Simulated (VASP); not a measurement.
**NbP (strained database structure): a PBE single-point calculation in VASP**

INCAR

```
LREAL = .FALSE.
EDIFF = 1E-7
NELM = 120
LASPH = .TRUE.
NSW = 0
ISMEAR = -1
PREC = Accurate
LCHARG = .TRUE.
LWAVE = .FALSE.
ENCUT = 520
GGA = PE
IBRION = -1
ISIF = 2
LELF = .TRUE.
NBANDS = 26
SIGMA = 0.02
```

KPOINTS

```
KPOINTS created by Atomic Simulation Environment
0
Gamma
10 10 10
0 0 0
```

KPOINTS_OPT

```
special points
11
Reciprocal
0.0000000000 0.0000000000 0.0000000000 1
0.0000000000 0.0000000000 0.5000000000 1
0.2500000000 0.2500000000 0.2500000000 1
0.0000000000 0.5000000000 0.0000000000 1
0.5000000000 0.5000000000 -0.5000000000 1
0.2711998329 0.7288001671 -0.2711998329 1
-0.2711998329 0.2711998329 0.2711998329 1
-0.0423996659 0.0423996659 0.5000000000 1
0.5000000000 0.5000000000 -0.0423996659 1
0.3963220000 -0.3963220000 0.3983560000 1
0.2465820000 -0.2586260000 0.2568360000 1
```

POSCAR

```
Nb P
 1.0000000000000000
    -1.6595024772000000    1.6595024772000000    5.7320230931999996
     1.6595024772000000   -1.6595024772000000    5.7320230931999996
     1.6788650087000001    1.6788650087000001   -5.7320230931999996
 Nb  P
   2   2
Cartesian
 -0.0000000000000000  0.0000000000000000  8.5959981849779208
  1.6691837429500003  0.0096812657500001  5.7299866383779223
  0.0000000000000000 -0.0000000000000000  3.8153058015384942
  1.6691837429500000  0.0096812657499999  0.9492942549384948
```

VASP ran with the recommended PBE PAW datasets (36 valence electrons in the cell).

Command

```
mpirun -np 1 vasp_std
```

OSZICAR

```
N       E                     dE             d eps       ncg     rms          rms(c)
DAV:   1     0.352619842739E+03    0.35262E+03   -0.19132E+04  8892   0.138E+03
DAV:   2    -0.756344828278E+01   -0.36018E+03   -0.34958E+03 10550   0.507E+02
DAV:   3    -0.360171993203E+02   -0.28454E+02   -0.27948E+02 16464   0.107E+02
DAV:   4    -0.376010614018E+02   -0.15839E+01   -0.15756E+01 13384   0.206E+01
DAV:   5    -0.376718720615E+02   -0.70811E-01   -0.70736E-01 15558   0.481E+00    0.129E+01
DAV:   6    -0.352901274823E+02    0.23817E+01   -0.82606E+00 13680   0.200E+01    0.475E+00
DAV:   7    -0.353091555653E+02   -0.19028E-01   -0.65942E-01 13500   0.438E+00    0.307E+00
DAV:   8    -0.353076072363E+02    0.15483E-02   -0.78508E-02 13668   0.188E+00    0.464E-01
DAV:   9    -0.353077758121E+02   -0.16858E-03   -0.82066E-03 14694   0.543E-01    0.330E-01
DAV:  10    -0.353081833219E+02   -0.40751E-03   -0.20233E-03 10596   0.420E-01    0.729E-02
DAV:  11    -0.353081548245E+02    0.28497E-04   -0.13691E-04 13790   0.102E-01    0.252E-02
DAV:  12    -0.353081524049E+02    0.24196E-05   -0.54025E-06 13648   0.216E-02    0.104E-02
DAV:  13    -0.353081500582E+02    0.23467E-05   -0.16586E-06 13598   0.124E-02    0.264E-03
DAV:  14    -0.353081498824E+02    0.17575E-06   -0.89117E-08  7244   0.279E-03    0.337E-04
DAV:  15    -0.353081498757E+02    0.67439E-08   -0.24407E-08  6238   0.182E-03
   1 F= -.35308150E+02 E0= -.35307663E+02  d E =-.974722E-03
       N       E                     dE             ncg
DAV:   1     0.106061575673E+05   -0.10404E+05      572
DAV:   2     0.655227209881E+04   -0.40539E+04      678
DAV:   3     0.623055153945E+04   -0.32172E+03     1080
DAV:   4     0.621595101885E+04   -0.14601E+02      792
DAV:   5     0.621482902316E+04   -0.11220E+01     1024
DAV:   6     0.621481592581E+04   -0.13097E-01      760
DAV:   7     0.621481508970E+04   -0.83610E-03      950
DAV:   8     0.621481507400E+04   -0.15707E-04      784
DAV:   9     0.621481507318E+04   -0.82013E-06      860
DAV:  10     0.621481507316E+04   -0.14467E-07      512
```

From OUTCAR

```
k-points           NKPTS =    171   k-points in BZ     NKDIM =    171   number of bands    NBANDS=     26

   NELECT =      36.0000    total number of electrons

   dimension x,y,z NGX =    48 NGY =   48 NGZ =   48
   dimension x,y,z NGXF=    96 NGYF=   96 NGZF=   96

  energy-cutoff  :      520.00
  volume of cell :       63.88
      direct lattice vectors                 reciprocal lattice vectors
    -1.659502477  1.659502477  5.732023093    -0.001737435  0.299557687  0.087229237
     1.659502477 -1.659502477  5.732023093     0.299557687 -0.001737435  0.087229237
     1.678865009  1.678865009 -5.732023093     0.297820252  0.297820252  0.000000000

 k-points in reciprocal lattice and weights: KPOINTS created by Atomic Simulation Env
   0.00000000  0.00000000  0.00000000       0.001
   0.10000000  0.00000000  0.00000000       0.008
   0.20000000  0.00000000  0.00000000       0.008
   0.30000000  0.00000000  0.00000000       0.008
   0.40000000  0.00000000  0.00000000       0.008
   0.50000000  0.00000000  0.00000000       0.004
   0.10000000  0.10000000  0.00000000       0.004
   0.20000000  0.10000000  0.00000000       0.008
   ...

 E-fermi :  10.6721

 k-point     1 :       0.0000    0.0000    0.0000
  band No.  band energies     occupation
      1     -44.2586      2.00000
      2     -44.2207      2.00000
      3     -20.5283      2.00000
      4     -20.3214      2.00000
      5     -20.3197      2.00000
      6     -20.1779      2.00000
      7     -20.1775      2.00000
      8     -20.1383      2.00000
      9      -2.0899      2.00000
     10       0.3302      2.00000
     11       4.4737      2.00000
     12       7.6201      2.00000
     13       8.3922      2.00000
     14       8.4810      2.00000
     15       8.5181      2.00000
     16       8.9330      2.00000
     17       9.2570      2.00000
     18       9.3767      2.00000
     19      11.5175      0.00000
     20      12.2846      0.00000
     21      13.3343      0.00000
     22      13.7885      0.00000
     23      13.8948      0.00000
     24      14.0769      0.00000
     25      14.7687      0.00000
     26      14.8031      0.00000

 k-point     2 :       0.1000    0.0000    0.0000
  band No.  band energies     occupation
      1     -44.2561      2.00000
      2     -44.2197      2.00000
      3     -20.5191      2.00000
      4     -20.3478      2.00000
      5     -20.3184      2.00000
      6     -20.2049      2.00000
      7     -20.1748      2.00000
      8     -20.1391      2.00000
      9      -1.9421      2.00000
     10       0.3519      2.00000
     11       4.5702      2.00000
     12       7.4128      2.00000
     13       8.1965      2.00000
     14       8.3353      2.00000
     15       8.5892      2.00000
     16       8.8541      2.00000
     17       9.2612      2.00000
     18       9.4646      2.00000
     19      11.3406      0.00000
     20      12.0241      0.00000
     21      13.0939      0.00000
     22      13.6158      0.00000
     23      14.0664      0.00000
     24      14.1821      0.00000
     25      14.8217      0.00000
     26      15.2500      0.00000

 k-point     3 :       0.2000    0.0000    0.0000
  band No.  band energies     occupation
      1     -44.2496      2.00000
      2     -44.2172      2.00000
      3     -20.4999      2.00000
      4     -20.4124      2.00000
      5     -20.3128      2.00000
      6     -20.2698      2.00000
      7     -20.1672      2.00000
      8     -20.1479      2.00000
      9      -1.5234      2.00000
     10       0.4029      2.00000
     11       4.7953      2.00000
     12       6.9165      2.00000
     13       7.4056      2.00000
     14       8.0897      2.00000
     15       8.7578      2.00000
     16       8.9657      2.00000
     17       9.0434      2.00000
     18       9.8550      2.00000
     19      11.0845      0.00000
     20      11.7662      0.00000
     21      12.4824      0.00000
     22      13.3646      0.00000
     23      13.8704      0.00000
     24      14.6361      0.00000
     25      15.2919      0.00000
     26      16.1789      0.00000

 k-point     4 :       0.3000    0.0000    0.0000
  band No.  band energies     occupation
      1     -44.2412      2.00000
      2     -44.2145      2.00000
      3     -20.5312      2.00000
      4     -20.4382      2.00000
      5     -20.3402      2.00000
      6     -20.3053      2.00000
      7     -20.1655      2.00000
      8     -20.1579      2.00000
      9      -0.9115      2.00000
     10       0.4476      2.00000
     11       4.9512      2.00000
     12       5.9930      2.00000
     13       7.0709      2.00000
     14       7.7945      2.00000
     15       8.6932      2.00000
     16       8.8739      2.00000
     17       9.1000      2.00000
     18      10.2843      2.00000
     19      10.8608      0.00016
     20      11.8473      0.00000
     21      12.3357      0.00000
     22      13.1790      0.00000
     23      13.6979      0.00000
     24      14.9572      0.00000
     25      15.4020      0.00000
     26      16.8914      0.00000

 k-point     5 :       0.4000    0.0000    0.0000
  band No.  band energies     occupation
      1     -44.2338      2.00000
      2     -44.2129      2.00000
      3     -20.5951      2.00000
      4     -20.4459      2.00000
      5     -20.3627      2.00000
      6     -20.2996      2.00000
      7     -20.1863      2.00000
      8     -20.1504      2.00000
      9      -0.2574      2.00000
     10       0.4341      2.00000
     11       4.7482      2.00000
     12       5.3056      2.00000
     13       7.1540      2.00000
     14       7.5516      2.00000
     15       8.4436      2.00000
     16       8.8080      2.00000
     17       9.1866      2.00000
     18      10.4613      1.99995
     19      10.7612      0.02298
     20      11.9618      0.00000
     21      12.8373      0.00000
     22      13.2807      0.00000
     23      13.6485      0.00000
     24      14.8831      0.00000
     25      15.2819      0.00000
     26      17.0003      0.00000

 k-point     6 :       0.5000    0.0000    0.0000
  band No.  band energies     occupation
      1     -44.2308      2.00000
      2     -44.2125      2.00000
      3     -20.6210      2.00000
      4     -20.4608      2.00000
      5     -20.3548      2.00000
      6     -20.2974      2.00000
      7     -20.1969      2.00000
      8     -20.1475      2.00000
      9       0.1470      2.00000
     10       0.3210      2.00000
     11       4.4598      2.00000
     12       5.1858      2.00000
     13       7.2525      2.00000
     14       7.4587      2.00000
     15       8.3540      2.00000
     16       8.7864      2.00000
     17       9.1397      2.00000
     18      10.5363      1.99776
     19      10.7472      0.04582
     20      11.9853      0.00000
     21      13.1223      0.00000
     22      13.3417      0.00000
     23      13.9772      0.00000
     24      14.3843      0.00000
     25      15.5184      0.00000
     26      16.8427      0.00000

 k-point     7 :       0.1000    0.1000    0.0000
  band No.  band energies     occupation
      1     -44.2533      2.00000
      2     -44.2191      2.00000
      3     -20.5059      2.00000
      4     -20.3487      2.00000
      5     -20.3430      2.00000
      6     -20.2057      2.00000
      7     -20.1972      2.00000
      8     -20.1435      2.00000
      9      -1.7837      2.00000
     10       0.3282      2.00000
     11       4.7394      2.00000
     12       7.2226      2.00000
     13       8.1233      2.00000
     14       8.2147      2.00000
     15       8.2288      2.00000
     16       8.7434      2.00000
     17       9.4429      2.00000
     18       9.6439      2.00000
     19      11.1991      0.00000
     20      11.6694      0.00000
     21      13.2652      0.00000
     22      13.5003      0.00000
     23      14.2119      0.00000
     24      14.4738      0.00000
     25      14.7963      0.00000
     26      15.3327      0.00000

 k-point     8 :       0.2000    0.1000    0.0000
  band No.  band energies     occupation
      1     -44.2465      2.00000
      2     -44.2170      2.00000
      3     -20.4855      2.00000
      4     -20.4102      2.00000
      5     -20.3395      2.00000
      6     -20.2654      2.00000
      7     -20.1936      2.00000
      8     -20.1539      2.00000
      9      -1.3696      2.00000
     10       0.3506      2.00000
     11       5.0252      2.00000
     12       6.7786      2.00000
     13       7.3010      2.00000
     14       7.8858      2.00000
     15       8.2832      2.00000
     16       8.7317      2.00000
     17       9.4583      2.00000
     18      10.0220      2.00000
     19      11.0124      0.00000
     20      11.4939      0.00000
     21      12.7904      0.00000
     22      13.7396      0.00000
     23      14.0258      0.00000
     24      14.5965      0.00000
     25      15.3104      0.00000
     26      15.9459      0.00000

 ...

  Total        0.1616865      0.1616865     -0.1086629     -0.8479420      0.0000000      0.0000000
  in kB        4.0552968      4.0552968     -2.7254012    -21.2674362      0.0000000      0.0000000
  external PRESSURE =       1.7950641 kB  Pullay stress =       0.0000000 kB

 POSITION                                       TOTAL-FORCE (eV/Angst)
 -----------------------------------------------------------------------------------
      0.00000      0.00000      8.59600        -0.000000     -0.000000      0.012924
      1.66918      0.00968      5.72999         0.000000      0.000000      0.012924
      0.00000      0.00000      3.81531         0.000000      0.000000     -0.012924
      1.66918      0.00968      0.94929        -0.000000     -0.000000     -0.012924
 -----------------------------------------------------------------------------------
    total drift:                               -0.000000     -0.000000      0.000145

  FREE ENERGIE OF THE ION-ELECTRON SYSTEM (eV)
  ---------------------------------------------------
  free  energy   TOTEN  =       -35.3081498757 eV

  energy  without entropy=      -35.3071751539  energy(sigma->0) =      -35.30766251
```

The gap between bands v and c is -0.21 eV (bands overlap: a metal). The least direct gap is 0.00 eV and the pressure is 0.2 GPa. The largest force is 0.01 eV/Å.

Band v is the last that the valence electrons fill when counted band by band, and c is the next.

The run took about 11 min on one core of a shared host (Intel Xeon Platinum 8488C) and held 0.58 GiB at most.
